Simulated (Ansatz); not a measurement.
# Band transport in AlP

All numbers below come from Ansatz, DFT PBEsol, scalar-relativistic, plane waves, PAW. Plane waves to 420 eV; Γ-centred k mesh 8×8×8; Gaussian smearing of 0.02 eV. No spin polarisation.

Equilibrium structure at this level:
```
Al P
1.0
     0.00000    2.73517    2.73517
     2.73517    0.00000    2.73517
     2.73517    2.73517    0.00000
Al P
1 1
Direct
  0.00000 0.00000 0.00000
  0.75000 0.75000 0.75000
```

Constant relaxation time and rigid bands. The levels are interpolated over the whole zone and filled by a Fermi function at the stated temperature, with the chemical potential set by the electron count. The Kohn–Sham gap on the mesh is 1.45 eV and isn't corrected.

**Question.** Give the Seebeck coefficient (μV/K; xx, yy, zz) and the conductivity masses (m_e; principal values, sorted) at 300 K against doping (cm⁻³).

**Answer.**
```tsv
doping	S	m*
n 1e18	-457 -457 -457	0.33 0.33 0.33
n 1e19	-262 -262 -262	0.34 0.34 0.34
n 1e20	-99 -99 -99	0.35 0.35 0.35
n 1e21	-28 -28 -28	0.44 0.44 0.44
p 1e18	603 603 603	0.60 0.60 0.60
p 1e19	406 406 406	0.60 0.60 0.60
p 1e20	213 213 213	0.61 0.61 0.61
p 1e21	65 65 65	0.65 0.65 0.65
```

**Question.** At 10¹⁸ cm⁻³, which carrier is lighter?

**Answer.** Electrons, 0.33 against 0.60 m_e (harmonic means of the principal values).

Cost: 1 run of about 4 core-minutes, on AMD EPYC (Zen 3) (shared hosts).